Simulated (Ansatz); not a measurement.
## Bands of O

```
O
1.0
     1.99714    0.00000    0.00000
     0.00000    1.99714    0.00000
     0.00000    0.00000    1.99714
O
1
Direct
  0.00000 0.00000 0.00000
```

Conventional cell: a = 1.997 Å, b = 1.997 Å, c = 1.997 Å, α = 90.00°, β = 90.00°, γ = 90.00°. Around O (atom 1) lie 6 O at 2.00 Å.

The cell was built from the sc type and relaxed in the same program, and has space group Pm-3m; it needn't be a known or the stable phase.

This is a hypothetical arrangement without O2 molecules, not solid oxygen as it is known.

The calculation used Ansatz 0.2.0, DFT, PBE, all-electron LAPW, scalar-relativistic.

Settings: a Γ-centred 18×18×18 k mesh, Fermi–Dirac smearing of 0.03 eV, basis error target 1 meV/atom, no spin polarisation.

Points in fractions of the reciprocal vectors of this cell: Γ (0, 0, 0), X (0, 0.5, 0), M (0.5, 0.5, 0), R (0.5, 0.5, 0.5). The path joins them by straight lines in the order Γ–X–M–Γ–R–X–R–M; legs that retrace an earlier one aren't tabulated. Energies are in eV from the Fermi level.

(1) Metal or insulator at this level of theory?

(2) Tabulate bands 1 to 6, counted from the lowest band of the run, along the path.

Results:

(1) No gap opens: metallic or semimetallic.

(2) 
```
k (1/Å)  point   band 1  band 2  band 3  band 4  band 5  band 6
   0.00      Γ  -508.10  -22.17    1.04    1.04    1.04   15.91
   0.22         -508.10  -22.05    0.52    1.09    1.09   16.14
   0.45         -508.10  -21.70   -0.86    1.22    1.22   16.74
   0.67         -508.10  -21.14   -2.70    1.41    1.41   17.58
   0.90         -508.10  -20.43   -4.65    1.62    1.62   18.55
   1.12         -508.10  -19.67   -6.40    1.82    1.82   19.61
   1.35         -508.10  -19.04   -7.66    1.97    1.97   20.58
   1.57      X  -508.10  -18.79   -8.13    2.02    2.02   21.04
   1.80         -508.10  -18.68   -8.02    1.62    2.06   20.75
   2.02         -508.10  -18.37   -7.72    0.54    2.16   19.86
   2.25         -508.10  -17.87   -7.25   -0.95    2.32   18.42
   2.47         -508.10  -17.25   -6.67   -2.57    2.50   16.70
   2.70         -508.10  -16.58   -6.10   -4.05    2.66   15.11
   2.92         -508.10  -16.05   -5.67   -5.11    2.78   13.99
   3.15      M  -508.10  -15.83   -5.50   -5.50    2.82   13.58
   3.46         -508.10  -16.26   -5.28   -5.26    2.74   14.37
   3.78         -508.10  -17.37   -4.61   -4.54    2.50   16.31
   4.10         -508.10  -18.78   -3.53   -3.41    2.15   18.09
   4.42         -508.10  -20.14   -2.16   -2.00    1.75   18.32
   4.74         -508.10  -21.23   -0.68   -0.55    1.39   17.40
   5.05         -508.10  -21.93    0.55    0.60    1.13   16.36
   5.37      Γ  -508.10  -22.17    1.04    1.04    1.04   15.91
   5.76         -508.10  -21.81    0.57    0.65    0.65   16.57
   6.15         -508.10  -20.77   -0.49   -0.33   -0.33   17.89
   6.54         -508.10  -19.17   -1.60   -1.46   -1.46   18.58
   6.93         -508.10  -17.21   -2.46   -2.43   -2.43   18.28
   7.32         -508.10  -15.26   -3.09   -3.09   -3.05   18.10
   7.71         -508.10  -13.77   -3.45   -3.45   -3.42   19.19
   8.10      R  -508.10  -13.20   -3.56   -3.56   -3.56   20.83
   8.41         -508.10  -13.58   -3.79   -3.34   -3.32   19.44
   8.73         -508.10  -14.55   -4.44   -2.70   -2.63   18.00
   9.05         -508.10  -15.78   -5.39   -1.71   -1.63   17.60
   9.37         -508.10  -16.98   -6.42   -0.50   -0.45   18.16
   9.68         -508.10  -17.95   -7.32    0.72    0.74   19.31
  10.00         -508.10  -18.57   -7.92    1.66    1.66   20.51
  10.32      X  -508.10  -18.79   -8.13    2.02    2.02   21.04
  12.54      R  -508.10  -13.20   -3.56   -3.56   -3.56   20.83
  12.77         -508.10  -13.39   -3.68   -3.68   -3.22   19.81
  12.99         -508.10  -13.86   -3.98   -3.98   -2.30   18.09
  13.22         -508.10  -14.45   -4.39   -4.39   -1.03   16.51
  13.44         -508.10  -15.01   -4.82   -4.82    0.35   15.24
  13.67         -508.10  -15.45   -5.18   -5.18    1.61   14.32
  13.89         -508.10  -15.74   -5.42   -5.42    2.50   13.77
  14.12      M  -508.10  -15.83   -5.50   -5.50    2.82   13.58
```
